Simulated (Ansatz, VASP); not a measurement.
**One calculation of Mo, two programs**

File INCAR:

```
PREC     = Accurate       # precision mode
ENCUT    = 520            # plane-wave cutoff, eV
EDIFF    = 1E-6           # SCF threshold, eV
ISMEAR   = 0              # smearing method
SIGMA    = 0.1            # smearing width, eV
LREAL    = False          # projectors in reciprocal space
LASPH    = True           # aspherical terms in the spheres
NELM     = 100            # most SCF steps
ALGO     = Normal         # electronic algorithm
ISIF     = 2              # what is computed and relaxed
LWAVE    = False          # write WAVECAR
LCHARG   = False          # write CHGCAR
GGA      = PE             # functional
NBANDS   = 13             # bands
```

Contents of KPOINTS:

```
regular mesh
0
Gamma
  18 18 18
```

Contents of POSCAR:

```
Mo
1.0
    0.0000000000      2.0208414686      2.0208414686
    2.0208414686      0.0000000000      2.0208414686
    2.0208414686      2.0208414686      0.0000000000
Mo
1
Direct
    0.0000000000      0.0000000000      0.0000000000
```

Input for Ansatz:

```yaml
crystal:
  lattice:
    - [0.0, 2.0208414686, 2.0208414686]
    - [2.0208414686, 0.0, 2.0208414686]
    - [2.0208414686, 2.0208414686, 0.0]
  atoms:
    - { symbol: Mo, position: [0.0, 0.0, 0.0] }
basis:
  ecutwfc: 420
kpoints:
  mp_grid: { grid: [18, 18, 18] }
hamiltonian:
  xc: pbe
scf:
  occupations: { method: gaussian, width: 0.1 }
output:
  forces: true
  stress: true
  eigenvalues: true
```

Alike in both runs: task single point; functional PBE; k mesh 18 × 18 × 18; occupations gaussian, width 0.1 eV; no spin polarisation.

|  | VASP | Ansatz |
| --- | --- | --- |
| version | VASP 6.6.1 | Ansatz 0.2.0 |
| potentials or method | VASP PAW PBE potentials, release 64 (Mo_sv) | scalar-relativistic, plane waves, PAW |
| plane-wave cutoff (eV) | 520 | 420 |
| valence electrons in the cell | 14 | 14 |

```tsv
	VASP	Ansatz	Ansatz less VASP
gap on the k mesh at the Fermi level (eV)	none	none	-
pressure (GPa)	-6.3	-6.7	-0.41
```

A gap of «none» marks a metal or a gap that the smearing closes. With one functional, cell and mesh, what is left measures potentials, basis and numerics.
